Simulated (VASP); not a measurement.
# ScAl (Pm-3m) in VASP: a series of runs

One crystal, ScAl, is run at these levels: PBEsol; tasks: single point.

Program: VASP 6.6.1. These are calculated values, not measurements. Logs are shortened: lines on timing, memory, paths and dates and some standing lists are left out, and cuts for length are marked.

## Step 1: The cell of the first run

Symmetry: Pm-3m, No. 221, cubic system. The conventional cell has a = 3.370 Å, b = 3.370 Å, c = 3.370 Å, α = 90.00°, β = 90.00°, γ = 90.00°. Sc (site symmetry m-3m) is surrounded by 8 Al at 2.92 Å. Around Al (site symmetry m-3m) lie 8 Sc at 2.92 Å.

The cell comes from a database or a generator and needn't be the stable form of this composition.

## Step 2: Single point, PBEsol (the perfect cell under the smearing of 1800 K)

Input file INCAR:

```
PREC = Accurate ; ENCUT = 520
EDIFF = 1E-6 ; ISMEAR = -1
SIGMA = 0.1551 ; LREAL = Auto
LASPH = True ; NELM = 100
ALGO = Fast ; ISIF = 2
LWAVE = False ; LCHARG = False
GGA = PS ; NBANDS = 70
```

Input file KPOINTS:

```
Automatic mesh
0
Gamma
  2 2 2
  0.5 0.5 0.5
```

Input file POSCAR:

```
ScAl
1.0
    6.7406979400      0.0000000000      0.0000000000
    0.0000000000      0.0000000000     -6.7406979400
    0.0000000000      6.7406979400      0.0000000000
Sc Al
8 8
Direct
    0.2500000000      0.2500000000      0.2500000000
    0.2500000000      0.7500000000      0.2500000000
    0.2500000000      0.2500000000      0.7500000000
    0.2500000000      0.7500000000      0.7500000000
    0.7500000000      0.2500000000      0.2500000000
    0.7500000000      0.7500000000      0.2500000000
    0.7500000000      0.2500000000      0.7500000000
    0.7500000000      0.7500000000      0.7500000000
    0.0000000000      0.5000000000      0.0000000000
    0.0000000000      0.0000000000      0.0000000000
    0.0000000000      0.5000000000      0.5000000000
    0.0000000000      0.0000000000      0.5000000000
    0.5000000000      0.5000000000      0.0000000000
    0.5000000000      0.0000000000      0.0000000000
    0.5000000000      0.5000000000      0.5000000000
    0.5000000000      0.0000000000      0.5000000000
```

Potentials or basis: VASP PAW PBE potentials, release 64 (Sc_sv, Al).

Started as:

```console
$ cat potpaw_PBE.64/Sc_sv/POTCAR potpaw_PBE.64/Al/POTCAR > POTCAR
$ mpirun -np 1 vasp_std > vasp.out
```

OUTCAR:

```text
PREC = Accurate
   ENCUT = 520
   EDIFF = 1E-6
   ISMEAR = -1
   LREAL = Auto
   LASPH = True
   NELM = 100
   ISIF = 2
   GGA = PS

 ion  position               nearest neighbor table
   1  0.250  0.250  0.250-   9 2.92  10 2.92  11 2.92  12 2.92  13 2.92  14 2.92  15 2.92  16 2.92
                             5 3.37   2 3.37   3 3.37   3 3.37   2 3.37   5 3.37
   2  0.250  0.750  0.250-   9 2.92  10 2.92  11 2.92  12 2.92  13 2.92  14 2.92  15 2.92  16 2.92
                             6 3.37   1 3.37   4 3.37   4 3.37   1 3.37   6 3.37
   3  0.250  0.250  0.750-   9 2.92  10 2.92  11 2.92  12 2.92  13 2.92  14 2.92  15 2.92  16 2.92
                             7 3.37   1 3.37   4 3.37   1 3.37   4 3.37   7 3.37
   4  0.250  0.750  0.750-   9 2.92  10 2.92  11 2.92  12 2.92  13 2.92  14 2.92  15 2.92  16 2.92
                             8 3.37   2 3.37   3 3.37   2 3.37   3 3.37   8 3.37
   5  0.750  0.250  0.250-   9 2.92  10 2.92  11 2.92  12 2.92  13 2.92  14 2.92  15 2.92  16 2.92
                             7 3.37   1 3.37   6 3.37   7 3.37   6 3.37   1 3.37
   6  0.750  0.750  0.250-   9 2.92  10 2.92  11 2.92  12 2.92  13 2.92  14 2.92  15 2.92  16 2.92
                             8 3.37   2 3.37   5 3.37   8 3.37   5 3.37   2 3.37
   7  0.750  0.250  0.750-   9 2.92  10 2.92  11 2.92  12 2.92  13 2.92  14 2.92  15 2.92  16 2.92
                             8 3.37   3 3.37   5 3.37   5 3.37   8 3.37   3 3.37
   8  0.750  0.750  0.750-   9 2.92  10 2.92  11 2.92  12 2.92  13 2.92  14 2.92  15 2.92  16 2.92
                             7 3.37   4 3.37   6 3.37   6 3.37   7 3.37   4 3.37
   9  0.000  0.500  0.000-   1 2.92   2 2.92   3 2.92   4 2.92   5 2.92   6 2.92   7 2.92   8 2.92

  10  0.000  0.000  0.000-   1 2.92   2 2.92   3 2.92   4 2.92   5 2.92   6 2.92   7 2.92   8 2.92

  11  0.000  0.500  0.500-   1 2.92   2 2.92   3 2.92   4 2.92   5 2.92   6 2.92   7 2.92   8 2.92

  12  0.000  0.000  0.500-   1 2.92   2 2.92   3 2.92   4 2.92   5 2.92   6 2.92   7 2.92   8 2.92

  13  0.500  0.500  0.000-   1 2.92   2 2.92   3 2.92   4 2.92   5 2.92   6 2.92   7 2.92   8 2.92

  14  0.500  0.000  0.000-   1 2.92   2 2.92   3 2.92   4 2.92   5 2.92   6 2.92   7 2.92   8 2.92

  15  0.500  0.500  0.500-   1 2.92   2 2.92   3 2.92   4 2.92   5 2.92   6 2.92   7 2.92   8 2.92

  16  0.500  0.000  0.500-   1 2.92   2 2.92   3 2.92   4 2.92   5 2.92   6 2.92   7 2.92   8 2.92

  LATTYP: Found a simple cubic cell.
 ALAT       =     6.7406979400

  Lattice vectors:

 A1 = (   6.7406979400,   0.0000000000,   0.0000000000)
 A2 = (   0.0000000000,   0.0000000000,  -6.7406979400)
 A3 = (   0.0000000000,   6.7406979400,   0.0000000000)

Analysis of symmetry for initial positions (statically):
=====================================================================
 Subroutine PRICEL returns following result:

  LATTYP: Found a simple cubic cell.
 ALAT       =     3.3703489700

  Lattice vectors:

 A1 = (   3.3703489700,   0.0000000000,   0.0000000000)
 A2 = (   0.0000000000,   0.0000000000,  -3.3703489700)
 A3 = (   0.0000000000,   3.3703489700,   0.0000000000)

   8 primitive cells build up your supercell.

 Routine SETGRP: Setting up the symmetry group for a
 simple cubic supercell.

 Subroutine GETGRP returns: Found 48 space group operations
 (whereof 48 operations were pure point group operations)
 out of a pool of 48 trial point group operations.

The static configuration has the point symmetry O_h .

Analysis of symmetry for dynamics (positions and initial velocities):
=====================================================================
 Subroutine PRICEL returns following result:

  LATTYP: Found a simple cubic cell.
 ALAT       =     3.3703489700

  Lattice vectors:

 A1 = (   3.3703489700,   0.0000000000,   0.0000000000)
 A2 = (   0.0000000000,   0.0000000000,  -3.3703489700)
 A3 = (   0.0000000000,   3.3703489700,   0.0000000000)

   8 primitive cells build up your supercell.

 Routine SETGRP: Setting up the symmetry group for a
 simple cubic supercell.

 Subroutine GETGRP returns: Found 48 space group operations
 (whereof 48 operations were pure point group operations)
 out of a pool of 48 trial point group operations.

The dynamic configuration has the point symmetry O_h .

 Subroutine INISYM returns: Found 48 space group operations
 (whereof 48 operations are pure point group operations),
 and found     8 'primitive' translations

----------------------------------------------------------------------------------------

                                     Primitive cell

  volume of cell :      38.2846

  direct lattice vectors                    reciprocal lattice vectors
     3.370348970  0.000000000  0.000000000     0.296705181  0.000000000  0.000000000
     0.000000000  0.000000000 -3.370348970     0.000000000  0.000000000 -0.296705181
     0.000000000  3.370348970  0.000000000     0.000000000  0.296705181  0.000000000

  length of vectors
     3.370348970  3.370348970  3.370348970     0.296705181  0.296705181  0.296705181

  position of ions in fractional coordinates (direct lattice)
     0.500000000  0.500000000  0.500000000
     0.000000000  0.000000000  0.000000000

  ion indices of the primitive-cell ions
   primitive index   ion index
                 1           1
                 2           9

----------------------------------------------------------------------------------------

 KPOINTS: Automatic mesh

Automatic generation of k-mesh.
 Grid dimensions read from file:
 generate k-points for:    2    2    2

 Generating k-lattice:

  Cartesian coordinates                     Fractional coordinates (reciprocal lattice)
     0.074176295  0.000000000  0.000000000     0.500000000  0.000000000  0.000000000
     0.000000000  0.000000000 -0.074176295     0.000000000  0.500000000  0.000000000
     0.000000000  0.074176295  0.000000000     0.000000000  0.000000000  0.500000000

  Length of vectors
     0.074176295  0.074176295  0.074176295

  Shift w.r.t. Gamma in fractional coordinates (k-lattice)
     0.500000000  0.500000000  0.500000000

 Subroutine IBZKPT returns following result:
 ===========================================

 Found      1 irreducible k-points:

 Following reciprocal coordinates:
            Coordinates               Weight
  0.250000  0.250000  0.250000      8.000000
   k-points           NKPTS =      1   k-points in BZ     NKDIM =      1   number of bands    NBANDS=     70
   number of dos      NEDOS =    301   number of ions     NIONS =     16
   total plane-waves  NPLWV = 125000
   dimension x,y,z NGX =    50 NGY =   50 NGZ =   50
   dimension x,y,z NGXF=   100 NGYF=  100 NGZF=  100
   ions per type =               8   8
   NGX,Y,Z   is equivalent  to a cutoff of  12.33, 12.33, 12.33 a.u.
   NGXF,Y,Z  is equivalent  to a cutoff of  24.66, 24.66, 24.66 a.u.
 SYSTEM =  unknown system
   PREC   = accura    normal or accurate (medium, high low for compatibility)
   ISTART =      0    job   : 0-new  1-cont  2-samecut
   ICHARG =      2    charge: 1-file 2-atom 10-const
   ISPIN  =      1    spin polarized calculation?
   LNONCOLLINEAR =      F non collinear calculations
   LSORBIT =      F    spin-orbit coupling
   LASPH  =      T    aspherical Exc in radial PAW
   ENCUT  =  520.0 eV  38.22 Ry    6.18 a.u.  12.53 12.53 12.53*2*pi/ulx,y,z
   NELM   =    100;   NELMIN=  2; NELMDL= -5     # of ELM steps
   EDIFF  = 0.1E-05   stopping-criterion for ELM
   LREAL  =      T    real-space projection
   EDIFFG = 0.1E-04   stopping-criterion for IOM
   NSW    =      0    number of steps for IOM
   IBRION =     -1    ionic relax: 0-MD 1-quasi-New 2-CG
   NFREE  =      0    steps in history (QN), initial steepest desc. (CG)
   ISIF   =      2    stress and relaxation
   ISYM   =      2    0-nonsym 1-usesym 2-fastsym
   POTIM  = 0.5000    time-step for ionic-motion
   TEBEG  =    0.0;   TEEND  =   0.0 temperature during run
   PSTRESS=    0.0 pullay stress
   NELECT =     112.0000    total number of electrons
   NUPDOWN=      -1.0000    fix difference up-down
   EMIN   =  10.00;   EMAX   =-10.00  energy-range for DOS
   EFERMI =   0.00;   METHOD = LEGACY
   ISMEAR =    -1;   SIGMA  =   0.16  broadening in eV -4-tet -1-fermi 0-gaus
   EFERMI_NEDOS =   21; number of points for ismear=-14 and -15
   IALGO  =     68    algorithm
   IMIX   =      4    mixing-type and parameters
     AMIX     =   0.40;   BMIX     =  1.00
     AMIX_MAG =   1.60;   BMIX_MAG =  1.00
  volume/ion in A,a.u.               =      19.14       129.18
  Fermi-wavevector in a.u.,A,eV,Ry     =   1.170692  2.212287 18.647052  1.370520
  Thomas-Fermi vector in A             =   2.307147
   LORBIT       =      0    0 simple, 1 ext, 2 COOP (PROOUT), +10 PAW based schemes
   GGA     = PS    functional components
   LHFCALC =     F    Hartree Fock is set to
   AEXX    =    0.0000 exact exchange contribution
   IVDW    =     0    specifies the selected vdW correction
   LEPSILON=     F    determine dielectric tensor
   LRPA    =     F    only Hartree local field effects (RPA)
 non-spin polarized calculation
 RMM-DIIS sequential band-by-band and
  energy-cutoff  :      520.00
  volume of cell :      306.28
 maximum number of plane-waves:      8261
 NGX is ok and might be reduce to    50
   NGX = 25   NGY = 25   NGZ = 25

 number of electron     112.0000020 magnetization

 Free energy of the ion-electron system (eV)
  ---------------------------------------------------
  ext. energy  EPLUGINS =         0.00000000
  ---------------------------------------------------
  free energy    TOTEN  =       -92.82225576 eV

  energy without entropy =      -91.93575917  energy(sigma->0) =      -92.37900746

 E-fermi :   6.0555     XC(G=0): -10.4035

 val. band max:        5.7895577556   @ k =   0.2500   0.2500   0.2500
 cond. band min:       6.3426131713   @ k =   0.2500   0.2500   0.2500
 fundamental gap:      0.5530554157
 Fermi energy:         6.0555229293

 k-point     1 :       0.2500    0.2500    0.2500
  band No.  band energies     occupation
      1     -43.1244      2.00000
      2     -43.1137      2.00000
      3     -43.1137      2.00000
      4     -43.1137      2.00000
      5     -43.1034      2.00000
      6     -43.1034      2.00000
      7     -43.1034      2.00000
      8     -43.0932      2.00000
      9     -21.9636      2.00000
     10     -21.9636      2.00000
     11     -21.9636      2.00000
     12     -21.9470      2.00000
     13     -21.9470      2.00000
     14     -21.9470      2.00000
     15     -21.9439      2.00000
     16     -21.9439      2.00000
     17     -21.9439      2.00000
     18     -21.9314      2.00000
     19     -21.9279      2.00000
     20     -21.9279      2.00000
     21     -21.8389      2.00000
     22     -21.8342      2.00000
     23     -21.8342      2.00000
     24     -21.8241      2.00000
     25     -21.8241      2.00000
     26     -21.8241      2.00000
     27     -21.8217      2.00000
     28     -21.8217      2.00000
     29     -21.8217      2.00000
     30     -21.8106      2.00000
     31     -21.8106      2.00000
     32     -21.8106      2.00000
     33      -1.8478      2.00000
     34      -0.2904      2.00000
     35      -0.2904      2.00000
     36      -0.2904      2.00000
     37       0.8156      2.00000
     38       0.8156      2.00000
     39       0.8156      2.00000
     40       1.9078      2.00000
     41       2.8775      2.00000
     42       2.8775      2.00000
     43       2.8775      2.00000
     44       3.7629      2.00000
     45       3.7629      2.00000
     46       3.7629      2.00000
     47       3.8319      2.00000
     48       3.8319      2.00000
     49       4.1815      1.99999
     50       4.1815      1.99999
     51       4.1815      1.99999
     52       5.2045      1.99175
     53       5.2045      1.99175
     54       5.7896      1.69492
     55       5.7896      1.69492
     56       5.7896      1.69492
     57       6.3426      0.27151
     58       6.3426      0.27151
     59       6.3426      0.27151
     60       6.7174      0.02766
     61       6.7174      0.02766
     62       6.7174      0.02765
     63       6.8125      0.01507
     64       6.9645      0.00568
     65       6.9645      0.00568
     66       6.9651      0.00566
     67       7.1886      0.00134
     68       7.3671      0.00042
 [bands above 68 left out]

------------------------ aborting loop because EDIFF is reached ----------------------------------------

  FORCE on cell =-STRESS in cart. coord.  units (eV):
  Direction    XX          YY          ZZ          XY          YZ          ZX
  --------------------------------------------------------------------------------------
  -------------------------------------------------------------------------------------
  Total       -3.2200424     -3.2200424     -3.2200424     -0.0000000     -0.0000000     -0.0000000
  in kB      -16.8444785    -16.8444785    -16.8444785     -0.0000000     -0.0000000     -0.0000000
  external PRESSURE =     -16.8444785 kB  Pullay stress =       0.0000000 kB

 VOLUME and BASIS-vectors are now :
 -----------------------------------------------------------------------------
  energy-cutoff  :      520.00
  volume of cell :      306.28
      direct lattice vectors                 reciprocal lattice vectors
     6.740697940  0.000000000  0.000000000     0.148352590  0.000000000  0.000000000
     0.000000000  0.000000000 -6.740697940     0.000000000  0.000000000 -0.148352590
     0.000000000  6.740697940  0.000000000     0.000000000  0.148352590  0.000000000

 POSITION                                       TOTAL-FORCE (eV/Angst)
 -----------------------------------------------------------------------------------
      1.68517      1.68517     -1.68517        -0.000000      0.000000     -0.000000
      1.68517      1.68517     -5.05552         0.000000      0.000000      0.000000
      1.68517      5.05552     -1.68517        -0.000000     -0.000000     -0.000000
      1.68517      5.05552     -5.05552         0.000000     -0.000000      0.000000
      5.05552      1.68517     -1.68517         0.000000      0.000000     -0.000000
      5.05552      1.68517     -5.05552        -0.000000      0.000000      0.000000
      5.05552      5.05552     -1.68517        -0.000000     -0.000000     -0.000000
      5.05552      5.05552     -5.05552         0.000000     -0.000000      0.000000
      0.00000      0.00000     -3.37035        -0.000000      0.000000     -0.000000
      0.00000      0.00000      0.00000        -0.000000      0.000000     -0.000000
      0.00000      3.37035     -3.37035        -0.000000      0.000000     -0.000000
      0.00000      3.37035      0.00000        -0.000000      0.000000     -0.000000
      3.37035      0.00000     -3.37035        -0.000000      0.000000     -0.000000
      3.37035      0.00000      0.00000        -0.000000      0.000000     -0.000000
      3.37035      3.37035     -3.37035        -0.000000      0.000000     -0.000000
      3.37035      3.37035      0.00000        -0.000000      0.000000     -0.000000
 -----------------------------------------------------------------------------------
    total drift:                               -0.000000     -0.000000      0.000000

  FREE ENERGIE OF THE ION-ELECTRON SYSTEM (eV)
  ---------------------------------------------------
  free  energy   TOTEN  =       -92.8222557564 eV

  energy  without entropy=      -91.9357591677  energy(sigma->0) =      -92.37900746
```

It took 83 s on 1 thread of Intel Xeon 6975P-C (Granite Rapids), shared host; peak memory 0.35 GiB.

Results:

* Free energy: -92.8223 eV
* Pressure: -1.7 GPa
* Band gap on the k mesh: 0.55 eV

Levels at points of the mesh, in eV from the valence-band top:
```
           k point  band 53  band 54  band 55  band 56  band 57  band 58  band 59  band 60
(0.25, 0.25, 0.25)    -0.59     0.00     0.00     0.00     0.55     0.55     0.55     0.93
```

Caveat: the PAW data sets were made with another functional, which shifts forces and pressure a little. A k mesh can miss the band edges.

## Step 3: Single point, PBEsol (the relaxed cell repeated 8 times, on the trajectory's mesh)

Input file INCAR:

```
SYSTEM = ScAl
PREC = Accurate
ENCUT = 520
EDIFF = 1E-7
ISMEAR = 0
SIGMA = 0.1
LREAL = Auto
LASPH = .True.
NELM = 100
ALGO = Fast
ISIF = 2
LWAVE = .False.
LCHARG = .True.
GGA = PS
LELF = .True.
LVHAR = .True.
ISYM = 0
NBANDS = 70
```

KPOINTS is that of step 2.

POSCAR is that of step 2.

Potentials or basis: VASP PAW PBE potentials, release 64 (Sc_sv, Al).

Started as:

```console
$ cat potpaw_PBE.64/Sc_sv/POTCAR potpaw_PBE.64/Al/POTCAR > POTCAR
$ mpirun -np 1 vasp_std > vasp.out
```

Run time: 1.9 min. Hardware: 1 thread of Intel Xeon 6975P-C (Granite Rapids), shared host; peak memory 0.37 GiB.

It converged, with:

```
Free energy            : -92.5106 eV
Pressure               : -2.1 GPa
Band gap on the k mesh : 0.55 eV
```

Levels at points of the mesh, in eV from the valence-band top:
| k point | band 53 | band 54 | band 55 | band 56 | band 57 | band 58 | band 59 | band 60 |
| --- | --- | --- | --- | --- | --- | --- | --- | --- |
| (0.25, 0.25, 0.25) | -0.58 | 0.00 | 0.00 | 0.00 | 0.55 | 0.55 | 0.55 | 0.92 |

Caveat: the PAW data sets were made with another functional, which shifts forces and pressure a little. A k mesh can miss the band edges.
